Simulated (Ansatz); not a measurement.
Runs of Ansatz 0.2.0 on SnTe. It takes space group Fm-3m (No. 225, cubic). Conventional cell: a = 6.302 Å, b = 6.302 Å, c = 6.302 Å, α = 90.00°, β = 90.00°, γ = 90.00°. Te (site symmetry m-3m) has 6 Sn at 3.15 Å as nearest neighbours. Around Sn (site symmetry m-3m) lie 6 Te at 3.15 Å. 

```tsv
task	level	potentials or basis	spin	cell	k mesh	cutoff (eV)	pressure (GPa)	relaxed volume (Å³/atom)
relaxation of cell and atoms	LDA	all-electron LAPW, scalar-relativistic	off	relaxed	7 × 7 × 7	-	0.0	(b)
band structure	PBE	all-electron LAPW, relativistic spinors	SOC, no magnetisation	as given	5 × 5 × 5	185	2.2	-
relaxation of cell and atoms	PBE+D4	all-electron LAPW, scalar-relativistic	off	relaxed	7 × 7 × 7	-	0.0	31.28
relaxation of cell and atoms	PBEsol+D3(BJ)	all-electron LAPW, scalar-relativistic	off	relaxed	7 × 7 × 7	-	0.0	(a)
relaxation of cell and atoms	PBE	all-electron LAPW, scalar-relativistic	off	relaxed	7 × 7 × 7	-	0.0	32.92
band structure	LDA	all-electron LAPW, scalar-relativistic	off	as given	7 × 7 × 7	186	-1.6	-
```

Alike in all rows: smearing fermi-dirac 0.05 eV; basis error allowed 0.001 eV/atom.

Question: Fill in the values left out.

Answer: (a) 29.73; (b) 30.28.
